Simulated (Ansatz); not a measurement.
# CuO (P4_2/mmc) in Ansatz: settings compared

One crystal, CuO, is run at these levels: PBE, PBEsol, RPBE; tasks: density of states, phonons, single point, equation of state.

Everything below comes from runs of Ansatz 0.2.0. Logs are shortened: lines on timing, memory, paths and dates and some standing lists are left out, and cuts for length are marked.

## 1. The structure

The structure is tetragonal, space group P4_2/mmc (No. 131). Conventional cell: a = 3.422 Å, b = 3.422 Å, c = 4.260 Å, α = 90.00°, β = 90.00°, γ = 90.00°. Cu (site symmetry mmm) is surrounded by 4 O at 2.02 Å. Around O (site symmetry -4m2) lie 4 Cu at 2.02 Å and 2 O at 2.13 Å.

Measurements of this composition are mostly on another form, of space group No. 15.

## 2. Density of states, PBE

input.yaml

```yaml
crystal:
  lattice:
    - [3.42205097, 0.0, 0.0]
    - [0.0, 3.42205097, 0.0]
    - [0.0, 0.0, 4.26046148]
  atoms:
    - { symbol: Cu, position: [0.0, 0.5, 0.0] }
    - { symbol: Cu, position: [0.5, 0.0, 0.5] }
    - { symbol: O, position: [0.0, 0.0, 0.25] }
    - { symbol: O, position: [0.0, 0.0, 0.75] }
hamiltonian:
  xc: pbe
  pseudopotentials: { kind: paw }
kpoints:
  mp_grid: { grid: [8, 8, 6] }
scf:
  occupations: { method: fermi_dirac, width: 0.05 }
  n_extra_bands: 10
output:
  forces: true
  stress: true
  eigenvalues: true
  dos: { projected: false, de: 0.05, nscf_kmesh: { grid: [12, 12, 9] } }
  write_density: true
  write_potential: true
  elf: true
  volumetric_format: npy
```

Potentials or basis: Ansatz PAW.

Started as:

```console
ansatz run input.yaml --threads 2 --pin off --max-ram 5632MiB --backend cpu --events-out ev --progress --plain --runs-dir out
```

The program printed:

```text
Warning: RAYON_NUM_THREADS=2 ignored (pool sized by the plan → 2); use --threads N
scf.n_extra_bands = 10 over 25 filled bands (N_el = 50.0): the run solves 35 bands
Engine: ansatz 0.2.0, aarch64-unknown-linux-gnu
Pseudopotentials: kind: paw
Pseudopotential: Cu, paw, valence charge 19, recommended cutoff 420 eV (normal), Cu.paw.azcp
Pseudopotential: O, paw, valence charge 6, recommended cutoff 420 eV (normal), O.paw.azcp
Functional definition: PBE
  parameter kappa = 0.804
  parameter beta = 0.06672455060314922
  exchange = pbe_x(kappa = kappa, mu = beta*pi^2/3)
  correlation = pbe_c(beta = beta)
Crystal: 4 atoms, lattice volume = 49.892 Å³
Basis set: ecut = 420 eV, 979 PW (Γ), exchange–correlation on 48×48×60 points (8 copies of the dense FFT grid, shifted against one another)
Bands: 35, of which v1, the nominal top of the filled ones, is band 25 counted from 1 (24 counted from 0)
Symmetry: 16 space group operations
Space group: P42/mmc (ITA 131), of the structure as read, at distance tolerance 3.7e-5 Å
k-points: 60 of 384
Non-local potential: Cu, projectors of the file, l = 0: 3, l = 1: 2, l = 2: 3, l = 3: 1
Non-local potential: O, projectors of the file, l = 0: 2, l = 1: 2, l = 2: 1
PAW form: soft (Blöchl's): semilocal exchange-correlation on the pseudo side does not see the compensation charge
PAW one-centre angular grid: Cu, 590 points (default); XC on 64 Gauss nodes
PAW one-centre angular grid: O, 110 points (default); XC on 64 Gauss nodes
Initial density: superposition of atomic densities (neutral atoms: chi_scale 0, normalization atom), corrected by the library's trained network
Initial wavefunctions: pseudopotential atomic-orbital guess
Functional: x = pbe(κ = 0.804, μ = 0.2195149727645171), c = pbe(β = 0.06672455060314922)
SCF iter   1: F=—  HF=-14381.097381 eV  |F-HF|=—  |Δ(HF+E_count)|=         —  Δρ=1.60e-2  dr2=6.54e-2  ethr=1.77e-3  ⟨swp⟩=5.3  Hψ=8078  notcnv=0  defer=23
preconditioner: auto → LDOS  [metal: Δε(μ)=0.018 eV  Ē_g=13.956 eV  σ=0.050 eV  W_gap=0.09  n_scr=18 (ndim 8)  ℏωp=30.7 eV  f_vac=0.119  D(μ)=2.37/eV (n_scr^D=18)  β→1.0]
SCF iter   2: F=—  HF=-14381.088376 eV  |F-HF|=—  |Δ(HF+E_count)|=   9.01e-3  Δρ=6.42e-3  dr2=1.19e-2  ethr=1.31e-4  ⟨swp⟩=2.7  Hψ=3881  notcnv=0  defer=192
SCF iter   3: F=—  HF=-14381.092086 eV  |F-HF|=—  |Δ(HF+E_count)|=   3.71e-3  Δρ=1.02e-2  dr2=3.03e-2  ethr=2.38e-5  ⟨swp⟩=2.0  Hψ=3816  notcnv=0  defer=192  recentre
SCF iter   4: F=—  HF=-14381.085607 eV  |F-HF|=—  |Δ(HF+E_count)|=   6.48e-3  Δρ=2.35e-3  dr2=2.09e-3  ethr=2.38e-5  ⟨swp⟩=2.2  Hψ=3238  notcnv=0  defer=192
SCF iter   5: F=—  HF=-14381.085562 eV  |F-HF|=—  |Δ(HF+E_count)|=   4.42e-5  Δρ=2.93e-4  dr2=2.59e-5  ethr=4.17e-6  ⟨swp⟩=1.0  Hψ=1908  notcnv=0  defer=192
SCF iter   6: F=—  HF=-14381.085461 eV  |F-HF|=—  |Δ(HF+E_count)|=   1.01e-4  Δρ=2.41e-5  dr2=1.36e-7  ethr=5.19e-8  ⟨swp⟩=2.1  Hψ=2729  notcnv=0  defer=192
SCF iter   7: F=-14381.085461 eV  HF=-14381.085461 eV  |F-HF|=3.36e-9  |Δ(HF+E_count)|=   1.43e-7  Δρ=3.17e-6  dr2=2.28e-9  ethr=2.00e-10  ⟨swp⟩=11.0  Hψ=13486  notcnv=0
SCF 1 converged in 7 iterations: F = -14381.085461 eV  dr2 = 2.28e-9
NSCF: frozen V_eff on 140 k-points
SCF converged after 7 iterations
Free energy (F): -14381.085461 eV
Harris-Foulkes:  -14381.085461 eV  (|F-HF|=3.36e-9)
Internal energy: -14381.065892 eV  (E = F + TS)
E sigma→0 (E₀):  -14381.075677 eV
Entropy (-TS):   -0.019569 eV (-4.892 meV/atom)
Fermi energy:    9.301608 eV
--- Per-component energies (eV) ---
  E_band       = -995.069975
  E_kinetic    = 939.355873
  E_local      = -10693.091347  (includes V_loc(G=0)·N_el)
  E_nonlocal   = 883.205643
  E_hartree    = 4633.529547
  E_xc         = -321.370485
  E_vxc        = -412.285069  (∫ρ·V_xc dr)
  E_paw        = -3643.931455  (= ΣΔE_a)
  E_vpaw       = -979.321848  (= ΣTr[D̂ρ^β])
  E_aug_tail   = 0.005366  (compensation charges beyond the density's cutoff)
  E_ewald      = -6178.769034
  E_smearing   = -0.019569  (= −TS)
  E_closure    = 0.000000  (closes the sum)
  Σ components = -14381.085461   (vs F -14381.085461, Δ=0.00e0)
--- Forces (eV/Å), atoms counted from 1 ---
  atom   1  Cu     0.00000000    -0.00000000     0.00000000
  atom   2  Cu     0.00000000    -0.00000000     0.00000000
  atom   3  O      0.00000000     0.00000000     0.00000000
  atom   4  O      0.00000000     0.00000000     0.00000000
  max |Σ_I F_I| component: 2.17e-19 eV/Å
--- Stress (GPa, compression-positive) ---
      -14.850919       0.000000       0.000000
        0.000000     -14.850919       0.000000
        0.000000       0.000000      21.380712
  P = ⅓ Tr σ = -2.7737 GPa (-27.737 kbar)
--- Band table (eV; the first three rows and the last of 60) ---
  k-point 0: bands = ["-103.1878", "-103.1874", "-60.6962", "-60.6962", "-60.5987", "-60.5938", "-60.4123", "-60.4123", "-10.7952", "-8.0069", "1.4007", "4.0524", "4.0524", "4.5694", "4.5694", "5.6420", "6.5183", "6.7714", "6.9541", "7.0629", "7.0629", "7.0881", "8.0521", "9.7272", "9.7797", "9.9608", "9.9608", "15.3917", "16.4510", "18.9198", "20.4688", "20.4688", "22.4560", "22.7104", "22.7104"]
  k-point 1: bands = ["-103.1878", "-103.1874", "-60.6962", "-60.6962", "-60.5984", "-60.5942", "-60.4123", "-60.4123", "-10.6577", "-8.2774", "1.8884", "3.9282", "3.9282", "4.7184", "4.7184", "5.7521", "6.5341", "6.7925", "6.8699", "7.0668", "7.1291", "7.1291", "7.9858", "8.7877", "9.8046", "9.8046", "10.4006", "14.0049", "17.3828", "20.0136", "20.5906", "20.5906", "21.6708", "22.7433", "22.7433"]
  k-point 2: bands = ["-103.1878", "-103.1875", "-60.6962", "-60.6962", "-60.5975", "-60.5951", "-60.4123", "-60.4123", "-10.2590", "-8.9200", "3.1488", "3.7693", "3.7693", "4.9238", "4.9238", "5.9227", "6.4218", "6.5430", "6.8502", "7.0086", "7.2986", "7.2986", "7.8070", "7.8626", "9.4629", "9.4629", "10.9021", "12.5323", "18.1256", "20.2664", "20.8776", "20.8776", "22.6631", "22.7202", "22.7202"]
  k-point 59: bands = ["-103.1876", "-103.1876", "-60.6979", "-60.6979", "-60.5961", "-60.5961", "-60.4133", "-60.4133", "-9.3358", "-9.3358", "3.5833", "3.5833", "3.8771", "3.8771", "5.2236", "5.2236", "6.6140", "6.6140", "6.8349", "6.8349", "7.5356", "7.5356", "7.7202", "7.7202", "8.1535", "8.1535", "12.8358", "12.8358", "17.5802", "17.5802", "18.3994", "18.3994", "25.1347", "25.1347", "27.8468"]
```

rho_z.tsv:

```text
# z_ang	rho[e/angstrom^3]
# format = ansatz-planar-average/11
# lattice	3.422050970	0.000000000	0.000000000
# lattice	0.000000000	3.422050970	0.000000000
# lattice	0.000000000	0.000000000	4.260461480
# sites	4
# site	29	0.000000000	1.711025485	0.000000000
# site	29	1.711025485	0.000000000	2.130230740
# site	8	0.000000000	0.000000000	1.065115370
# site	8	0.000000000	0.000000000	3.195346110
0.000000	2.312615e0
0.142015	1.973541e0
0.284031	1.291248e0
0.426046	7.673334e-1
0.568062	5.451480e-1
0.710077	5.299098e-1
[... 22 lines left out ...]
3.976431	1.291248e0
4.118446	1.973541e0
```

Wall time 5.6 s (2 threads of Arm Neoverse V1, shared host); peak memory 0.41 GiB.

What came out:

```
Free energy                          : -14381.0855 eV
Pressure                             : -2.8 GPa
Band gap on the k mesh               : none (metal or under the smearing width)
Density of states at the Fermi level : 2.20 states/eV per cell
```

Stress tensor (GPa, compression positive):
```
-14.85   0.00   0.00
  0.00 -14.85   0.00
  0.00   0.00  21.38
```

States per cell in windows of 0.5 eV (zero at the Fermi level; states under -8 eV left out):
```tsv
from (eV)	total
-8.0	0.07
-7.5	0.37
-7.0	0.95
-6.5	1.22
-6.0	2.03
-5.5	1.43
-5.0	2.28
-4.5	1.48
-4.0	0.43
-3.5	0.89
-3.0	3.75
-2.5	7.18
-2.0	4.58
-1.5	1.25
-1.0	1.00
-0.5	0.95
0.0	1.19
0.5	0.70
1.0	0.34
1.5	0.21
2.0	0.35
2.5	0.53
3.0	0.57
3.5	0.42
4.0	0.25
4.5	0.38
5.0	0.42
5.5	0.44
6.0	0.56
6.5	0.59
7.0	0.59
7.5	0.49
```

Caveat: the pressure holds a Pulay correction of +0.6 GPa for the finite cutoff; the run has no spin polarisation, though such a crystal can be magnetic; semilocal functionals often make such compounds metallic where correlation or magnetic order opens a gap, which also shifts bond lengths. With open d or f shells a metallic result of PBE can be an artefact of self-interaction; +U or a hybrid may open a gap.

## 3. Phonons, PBEsol

input.yaml

```yaml
crystal:
  lattice:
    - [3.42205097, 0.0, 0.0]
    - [0.0, 3.42205097, 0.0]
    - [0.0, 0.0, 4.26046148]
  atoms:
    - { symbol: Cu, position: [0.0, 0.5, 0.0] }
    - { symbol: Cu, position: [0.5, 0.0, 0.5] }
    - { symbol: O, position: [0.0, 0.0, 0.25] }
    - { symbol: O, position: [0.0, 0.0, 0.75] }
hamiltonian:
  xc: pbesol
  pseudopotentials: { kind: paw }
kpoints:
  mp_grid: { grid: [7, 7, 5] }
scf:
  occupations: { method: fermi_dirac, width: 0.05 }
phonons:
  method: dfpt
```

Potentials or basis: Ansatz PAW.

Started as:

```console
ansatz run input.yaml --threads 2 --pin off --max-ram 5632MiB --backend cpu --events-out ev --progress --plain --runs-dir out
```

The program printed:

```text
Warning: RAYON_NUM_THREADS=2 ignored (pool sized by the plan → 2); use --threads N
zone centre: on kpoints.mp_grid the ground state, and the responses unless they are solved on pairs of k-points, stand on 48 of the mesh's 245 k-points, reduced under 4 symmetry operations, with k and −k counted as one. Each operation leaves every solved displacement unchanged or reverses it
[... 4 set-up lines as earlier in the session ...]
Functional definition: PBEsol
  exchange = pbesol_x
  correlation = pbesol_c
Crystal: 4 atoms, lattice volume = 49.892 Å³
Basis set: ecut = 420 eV, 979 PW (Γ), exchange–correlation on 48×48×60 points (8 copies of the dense FFT grid, shifted against one another)
Bands: 30, of which v1, the nominal top of the filled ones, is band 25 counted from 1 (24 counted from 0)
[... 1 set-up line as earlier in the session ...]
k-points: 48 of 245 (irreducible under 4 space group operations, time reversal used)
[... 3 set-up lines as earlier in the session ...]
PAW frozen core: Cu, regenerated for the run's functional, and the local potential with it (the file was generated under x = pbe(κ = 0.804, μ = 0.2195149727645171), c = pbe(β = 0.06672455060314922))
PAW frozen core: O, regenerated for the run's functional, and the local potential with it (the file was generated under x = pbe(κ = 0.804, μ = 0.2195149727645171), c = pbe(β = 0.06672455060314922))
[... 4 set-up lines as earlier in the session ...]
Functional: x = pbesol(κ = 0.804, μ = 0.12345679012345678), c = pbesol(β = 0.046)
SCF iter   1: F=—  HF=-14294.953468 eV  |F-HF|=—  |Δ(HF+E_count)|=         —  Δρ=2.37e-2  dr2=1.59e-1  ethr=1.77e-3  ⟨swp⟩=5.8  Hψ=5317  notcnv=0
preconditioner: auto → LDOS  [metal: Δε(μ)=0.080 eV  Ē_g=9.662 eV  σ=0.050 eV  W_gap=0.34  n_scr=18 (ndim 8)  ℏωp=30.7 eV  f_vac=0.119  D(μ)=2.69/eV (n_scr^D=28)  β→1.0]
SCF iter   2: F=—  HF=-14295.000271 eV  |F-HF|=—  |Δ(HF+E_count)|=   4.68e-2  Δρ=3.39e-2  dr2=3.01e-1  ethr=3.18e-4  ⟨swp⟩=2.5  Hψ=3297  notcnv=0
SCF iter   3: F=—  HF=-14294.913661 eV  |F-HF|=—  |Δ(HF+E_count)|=   8.66e-2  Δρ=7.13e-3  dr2=1.33e-2  ethr=3.18e-4  ⟨swp⟩=2.1  Hψ=2372  notcnv=0
SCF iter   4: F=—  HF=-14294.909599 eV  |F-HF|=—  |Δ(HF+E_count)|=   4.06e-3  Δρ=1.87e-3  dr2=1.17e-3  ethr=2.65e-5  ⟨swp⟩=2.1  Hψ=2657  notcnv=0
SCF iter   5: F=—  HF=-14294.909459 eV  |F-HF|=—  |Δ(HF+E_count)|=   1.40e-4  Δρ=7.25e-4  dr2=1.91e-4  ethr=2.33e-6  ⟨swp⟩=1.0  Hψ=1520  notcnv=0
SCF iter   6: F=—  HF=-14294.909432 eV  |F-HF|=—  |Δ(HF+E_count)|=   2.73e-5  Δρ=8.60e-5  dr2=2.06e-6  ethr=3.82e-7  ⟨swp⟩=2.0  Hψ=1715  notcnv=0
SCF iter   7: F=—  HF=-14294.909439 eV  |F-HF|=—  |Δ(HF+E_count)|=   7.08e-6  Δρ=1.89e-5  dr2=1.04e-7  ethr=4.11e-9  ⟨swp⟩=2.5  Hψ=2184  notcnv=0
SCF iter   8: F=—  HF=-14294.909439 eV  |F-HF|=—  |Δ(HF+E_count)|=   2.29e-8  Δρ=1.36e-5  dr2=6.26e-8  ethr=2.09e-10  ⟨swp⟩=1.0  Hψ=1440  notcnv=0
SCF iter   9: F=—  HF=-14294.909439 eV  |F-HF|=—  |Δ(HF+E_count)|=   8.40e-9  Δρ=3.66e-7  dr2=2.87e-11  ethr=1.25e-10  ⟨swp⟩=2.4  Hψ=1983  notcnv=0
SCF iter  10: F=-14294.909439 eV  HF=-14294.909439 eV  |F-HF|=3.64e-12  |Δ(HF+E_count)|=  4.37e-11  Δρ=5.24e-8  dr2=8.64e-13  ethr=1.00e-12  ⟨swp⟩=5.2  Hψ=6168  notcnv=0
SCF 1 converged in 10 iterations: F = -14294.909439 eV  dr2 = 8.64e-13
DFPT response loops at Γ: preconditioner auto → Kerker (q_TF=auto, 2.729 Å⁻¹) (partly filled bands, converged f_vac=0.107); β = 1.00, the filter's whole step (`scf.mixing.beta` (0.50) is not read by the response loops under this deck's `scf.mixing.preconditioner`; to damp them name `kerker` or `kerker_dos`, under which they read `scf.mixing.beta`, and type it under 1.00, their step now; both keys bind the ground state too); Broyden in place of MSR1
SCF converged after 10 iterations
Free energy (F): -14294.909439 eV
Harris-Foulkes:  -14294.909439 eV  (|F-HF|=3.64e-12)
Internal energy: -14294.887386 eV  (E = F + TS)
E sigma→0 (E₀):  -14294.898412 eV
Entropy (-TS):   -0.022053 eV (-5.513 meV/atom)
Fermi energy:    9.144148 eV
--- Per-component energies (eV) ---
  E_band       = -999.549946
  E_kinetic    = 937.552290
  E_local      = -10689.081239  (includes V_loc(G=0)·N_el)
  E_nonlocal   = 887.736675
  E_hartree    = 4624.580255
  E_xc         = -317.666880
  E_vxc        = -409.694126  (∫ρ·V_xc dr)
  E_paw        = -3559.727730  (= ΣΔE_a)
  E_vpaw       = -975.229362  (= ΣTr[D̂ρ^β])
  E_aug_tail   = 0.005296  (compensation charges beyond the density's cutoff)
  E_ewald      = -6178.769034
  E_core_change = 0.482980  (= ΣΔE_core)
  E_smearing   = -0.022053  (= −TS)
  E_closure    = 0.000000  (closes the sum)
  Σ components = -14294.909439   (vs F -14294.909439, Δ=0.00e0)
--- Band table (eV; the first three rows and the last of 48) ---
  k-point 0: bands = ["-103.0120", "-103.0116", "-60.6765", "-60.6765", "-60.5726", "-60.5676", "-60.3877", "-60.3877", "-10.9137", "-8.0736", "1.1390", "3.8670", "3.8670", "4.3717", "4.3717", "5.4631", "6.3670", "6.6266", "6.8212", "6.9258", "6.9258", "6.9488", "7.9139", "9.5393", "9.5718", "9.8073", "9.8073", "15.1457", "16.2482", "18.5769"]
  k-point 1: bands = ["-103.0120", "-103.0116", "-60.6765", "-60.6765", "-60.5721", "-60.5681", "-60.3877", "-60.3877", "-10.7142", "-8.4634", "1.8419", "3.7021", "3.7021", "4.5727", "4.5727", "5.6205", "6.3881", "6.6573", "6.6823", "6.9179", "7.0191", "7.0191", "7.8171", "8.3736", "9.5852", "9.5852", "10.3016", "13.4414", "17.2918", "20.1588"]
  k-point 2: bands = ["-103.0118", "-103.0117", "-60.6765", "-60.6765", "-60.5709", "-60.5693", "-60.3877", "-60.3877", "-10.1443", "-9.3097", "3.5391", "3.5391", "3.5546", "4.7904", "4.7904", "5.4529", "6.1696", "6.3682", "6.7376", "6.8371", "7.2267", "7.2267", "7.5363", "7.5800", "9.1798", "9.1798", "10.9088", "11.8463", "18.1766", "19.4564"]
  k-point 47: bands = ["-103.0117", "-103.0117", "-60.6788", "-60.6775", "-60.5699", "-60.5699", "-60.3890", "-60.3881", "-9.7671", "-9.0921", "3.0884", "3.1243", "3.8652", "4.0247", "4.4605", "5.5391", "6.3675", "6.5666", "6.7179", "6.7412", "7.2774", "7.3444", "7.4695", "7.5219", "7.8754", "8.5186", "11.9116", "13.6532", "17.1532", "17.2915"]
--- Phonons (Γ-DFPT): 5 representative perturbations + reference, on 48 of 245 k-points (Σ response iterations 30) ---
  k mesh reduced under 4 symmetry operations, with k and −k counted as one. Each operation leaves every solved displacement unchanged or reverses it
  ASR residual: 6.802e-4 → 0.000e0 eV/Å²; symmetrization residual: 4.827e-6 eV/Å²
  ASR residual per site (eV/Å²): 6.80e-4 6.80e-4 3.61e-4 3.61e-4
  Γ frequencies (cm⁻¹): 0.00 0.00 0.00 40.48 40.48 152.94 152.94 203.57 374.07 380.36 380.36 679.75
  non-analytic LO–TO correction: not included (Born effective charges unavailable; polar crystals: no LO–TO splitting at Γ)
```

second_order_force_constants.tsv:

```text
# format = ansatz-second-order-force-constants/2
# a1_ang = 3.42205097e0 0e0 0e0
# a2_ang = 0e0 3.42205097e0 0e0
[... 45 lines left out ...]
1	1	0	0	0	1	8.34720245052813e0	7.880905332432569e-31	-1.0846837446788912e-30	7.880905332432569e-31	4.4606383915882475e0	1.5407439555097887e-33	-1.0846837446788912e-30	1.5407439555097887e-33	8.130440689042082e0
[... 8 lines left out ...]
3	2	0	0	0	2	3.2834965601883894e0	-1.7333369499485123e-33	1.6428182425623122e-31	-1.3481509610710651e-33	3.2834965601883894e0	-5.931864228712686e-32	-1.6505219623398611e-31	6.085938624263665e-32	-1.0304160666403675e1
3	3	0	0	0	3	3.37989192111646e0	5.554381959612788e-31	-8.955574241400647e-31	5.554381959612788e-31	3.37989192111646e0	-1.9798559828300785e-31	-8.955574241400647e-31	-1.9798559828300785e-31	1.6880993268258244e1
```

Wall time 30 s (2 threads of Arm Neoverse V1, shared host); peak memory 0.51 GiB.

Results:

```yaml
Free_energy: -14294.9094 eV
Band_gap_on_the_k_mesh: none (metal or under the smearing width)
Highest_phonon_frequency_at_Γ: 680 cm⁻¹
```

Phonon frequencies in cm⁻¹ (negative: imaginary):
| q point | frequencies |
| --- | --- |
| (0.000, 0.000, 0.000) | 0 0 0 40 40 153 153 204 374 380 380 680 |

Caveat: the run has no spin polarisation, though such a crystal can be magnetic; semilocal functionals often make such compounds metallic where correlation or magnetic order opens a gap, which also shifts bond lengths; the PAW data sets come from PBE, with cores solved anew for the run's functional, which leaves a small shift of forces and pressure. With open d or f shells a metallic result of PBEsol can be an artefact of self-interaction; +U or a hybrid may open a gap.

## 4. Single point, RPBE, 11.72 Å³/atom (volume scaled by 0.94)

input.yaml

```yaml
crystal:
  lattice:
    - [3.3521935935, 0.0, 0.0]
    - [0.0, 3.3521935935, 0.0]
    - [0.0, 0.0, 4.1734888825]
  atoms:
    - { symbol: Cu, position: [0.0, 0.5, 0.0] }
    - { symbol: Cu, position: [0.5, 0.0, 0.5] }
    - { symbol: O, position: [0.0, 0.0, 0.25] }
    - { symbol: O, position: [0.0, 0.0, 0.75] }
hamiltonian:
  xc: rpbe
  pseudopotentials: { kind: paw }
kpoints:
  mp_grid: { grid: [8, 8, 6] }
scf:
  occupations: { method: fermi_dirac, width: 0.05 }
output:
  forces: true
  stress: true
  eigenvalues: true
```

Started as:

```console
ansatz run input.yaml --threads 2 --pin off --max-ram 5632MiB --backend cpu --events-out ev --progress --plain --runs-dir out
```

It took 2.5 s on 2 threads of Arm Neoverse V1, shared host; peak memory 0.35 GiB.

Results (log left out):

```
Free energy            : -14394.9410 eV
Pressure               : 10.0 GPa
Band gap on the k mesh : none (metal or under the smearing width)
```

Caveat: the pressure holds a Pulay correction of +0.6 GPa for the finite cutoff; the run has no spin polarisation, though such a crystal can be magnetic; semilocal functionals often make such compounds metallic where correlation or magnetic order opens a gap, which also shifts bond lengths; the PAW data sets come from PBE, with cores solved anew for the run's functional, which leaves a small shift of forces and pressure.

## 5. Single point, RPBE, 11.97 Å³/atom (volume scaled by 0.96)

Edit input.yaml of step 4 so:

```diff
@@ -2,5 +2,5 @@
   lattice:
-    - [3.3521935935, 0.0, 0.0]
-    - [0.0, 3.3521935935, 0.0]
-    - [0.0, 0.0, 4.1734888825]
+    - [3.3758013685, 0.0, 0.0]
+    - [0.0, 3.3758013685, 0.0]
+    - [0.0, 0.0, 4.2028806177]
   atoms:
```

Started as:

```console
ansatz run input.yaml --threads 2 --pin off --max-ram 5632MiB --backend cpu --events-out ev --progress --plain --runs-dir out
```

Run time: 2.5 s. Hardware: 2 threads of Arm Neoverse V1, shared host; peak memory 0.35 GiB.

It converged, with:

```yaml
Free_energy: -14394.9934 eV
Pressure: 6.9 GPa
Band_gap_on_the_k_mesh: none (metal or under the smearing width)
```

Caveat: the pressure holds a Pulay correction of +0.5 GPa for the finite cutoff; the run has no spin polarisation, though such a crystal can be magnetic; semilocal functionals often make such compounds metallic where correlation or magnetic order opens a gap, which also shifts bond lengths; the PAW data sets come from PBE, with cores solved anew for the run's functional, which leaves a small shift of forces and pressure.

(Part 1 of 2 ends here.)
